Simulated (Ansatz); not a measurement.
**InN: response to strain**

Base system: InN in the zinc blende structure (space group F-43m, No. 216; a = 4.999 Å). Axes: x, y, z lie along the cube axes.

Strains are applied to the cell and any free atomic positions relax; under biaxial strain the out-of-plane vector relaxes too; under stress the whole cell relaxes.

The values are results of r2SCAN, PAW, 500 eV (Ansatz, a quantum-chemistry and plane-wave program; no spin-orbit coupling), not measurements.

Notes on the quantities. pressure: mean of the normal stresses, compression positive; energy relative to the base: free energy F.

| change | shortest interatomic distance | pressure | energy relative to the base |
|---|---|---|---|
| base | 2.165 Å | 0.0 GPa | 0 meV/atom |
| biaxial strain −0.74 %, plane normal [001], relaxed out of plane | ___ | ___ | ___ |
| biaxial strain −3.74 %, plane normal [110], relaxed out of plane | 2.130 Å | 6.2 GPa | +34 meV/atom |
| biaxial strain +3.64 %, plane normal [111], relaxed out of plane | 2.174 Å | -6.1 GPa | +34 meV/atom |
| isotropic strain −1.30 % | 2.137 Å | 6.0 GPa | +11 meV/atom |
| isotropic strain +4.40 % | 2.260 Å | -13.4 GPa | +102 meV/atom |
| uniaxial stress, 3 GPa compression along z | 2.160 Å | – | +7.0 meV/atom |
| tensor shear ε_xy = −0.77 % | 2.162 Å | 0.0 GPa | +1.0 meV/atom |
| uniaxial stress, 0.5 GPa compression along z | 2.164 Å | – | +0.2 meV/atom |
| tensor shear ε_xz = +2.90 % | 2.156 Å | 0.0 GPa | +14 meV/atom |

Task: Complete the table.

Result: 
- biaxial strain −0.74 %, plane normal [001], relaxed out of plane, shortest interatomic distance: 2.161 Å
- biaxial strain −0.74 %, plane normal [001], relaxed out of plane, pressure: 0.7 GPa
- biaxial strain −0.74 %, plane normal [001], relaxed out of plane, energy relative to the base: +0.7 meV/atom

A case with no gap was solved on a k-mesh chosen for an insulator, which is coarse for it. Stability under load was not tested beyond the relaxation. The final runs are not spin-polarised. This is not the structure that InN has at room temperature and ambient pressure.
